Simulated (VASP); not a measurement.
A run of VASP 6.6.1 is set up as follows.

File INCAR:

```
PREC     = Accurate       # precision mode
ENCUT    = 600            # plane-wave cutoff, eV
EDIFF    = 1E-7           # SCF threshold, eV
ISMEAR   = 0              # smearing method
SIGMA    = 0.1            # smearing width, eV
LREAL    = False          # projectors in reciprocal space
LASPH    = True           # aspherical terms in the spheres
NELM     = 100            # most SCF steps
ALGO     = Fast           # electronic algorithm
ISIF     = 3              # what is computed and relaxed
LWAVE    = False          # write WAVECAR
LCHARG   = False          # write CHGCAR
GGA      = PE             # functional
IBRION   = 2              # ionic algorithm
NSW      = 90             # ionic steps
EDIFFG   = -0.04          # ionic threshold
```

KPOINTS

```
regular mesh
0
Gamma
  6 6 4
```

File POSCAR:

```
TiB2H2
1.0
    3.5107396600      0.0000000000      0.0000000000
   -1.7553698300      3.0403897300      0.0000000000
    0.0000000000      0.0000000000      3.9986013000
Ti B H
1 2 2
Direct
    0.0000000000      0.0000000000      0.0000000000
    0.3333333300      0.6666666700      0.0000000000
    0.6666666700      0.3333333300      0.0000000000
    0.3333333300      0.6666666700      0.5000000000
    0.6666666700      0.3333333300      0.5000000000
```

Potentials or basis: VASP PAW PBE potentials, release 64 (Ti_sv, B, H).

Command:

```sh
$ cat potpaw_PBE.64/Ti_sv/POTCAR potpaw_PBE.64/B/POTCAR potpaw_PBE.64/H/POTCAR > POTCAR
$ mpirun -np 1 vasp_std > vasp.out
```

Predict the relaxed volume.

7.85 Å³/atom.

What does it give for the band gap on the k mesh?

None (metal or under the smearing width).

The path:
| step | energy change (eV) | largest force (eV/Å) | pressure (GPa) | volume (Å³) |
| --- | --- | --- | --- | --- |
| 1 | 0.0000 | 0.0000 | 14.81 | 42.68 |
| 2 | -0.9669 | 0.0000 | -7.48 | 47.50 |
| 3 | -1.1130 | 0.0000 | -18.73 | 51.32 |
| 4 | -1.1257 | 0.0000 | -15.32 | 49.86 |
| 5 | -1.9594 | 0.0000 | -14.45 | 45.66 |
| 6 | -2.0824 | 0.0000 | -11.85 | 44.38 |
| 7 | -2.3102 | 0.0000 | -7.11 | 41.70 |
| 8 | -2.3045 | 0.0000 | -8.22 | 42.18 |
| 9 | -2.3105 | 0.0000 | -7.66 | 41.91 |
| 10 | -2.3762 | 0.0000 | 0.55 | 39.19 |
| 11 | -2.3806 | 0.0000 | -1.24 | 39.70 |
| 12 | -2.3859 | 0.0000 | 0.03 | 39.27 |

Caveat: the k mesh is coarse (spacing up to 0.39 Å⁻¹), so the values aren't converged.
